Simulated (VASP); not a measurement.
LaB6, 7 atoms in the cell. The structure is cubic, space group Pm-3m (No. 221). The conventional cell has a = 4.130 Å, b = 4.130 Å, c = 4.130 Å, α = 90.00°, β = 90.00°, γ = 90.00°. La (site symmetry m-3m) has 24 B at 3.03 Å as nearest neighbours. B (site symmetry 4mm) has 5 B at 1.65 to 1.75 Å as nearest neighbours. The cell is a database's computed one.

| Quantity | Value |
| --- | --- |
| Program | VASP 6.6.1 |
| Task | single point |
| Functional | PBEsol |
| Potentials or basis | VASP PAW PBE potentials, release 64 (La, B_h) |
| Cutoff | 900 eV |
| k mesh | 8 × 8 × 8 |
| Occupations | gaussian, width 0.1 eV |
| Spin | no spin polarisation |
| Further INCAR settings | ALGO = Normal; EDIFF = 1e-06; NBANDS = 24 |

Potentials or basis: VASP PAW PBE potentials, release 64 (La, B_h).

The run is started by

```console
$ cat potpaw_PBE.64/La/POTCAR potpaw_PBE.64/B_h/POTCAR > POTCAR
$ mpirun -np 1 vasp_std > vasp.out
```

Hardware: 1 thread of Intel(R) Xeon(R) Platinum 8488C (Sapphire Rapids), with other jobs on the host.

**Question.** How long does it take, and how much memory?

**Answer.** Run time: 2.5 min on 1 thread of Intel(R) Xeon(R) Platinum 8488C (Sapphire Rapids), with other jobs on the host, peak memory 0.34 GiB. Counts: scf iterations 16, k points 35.
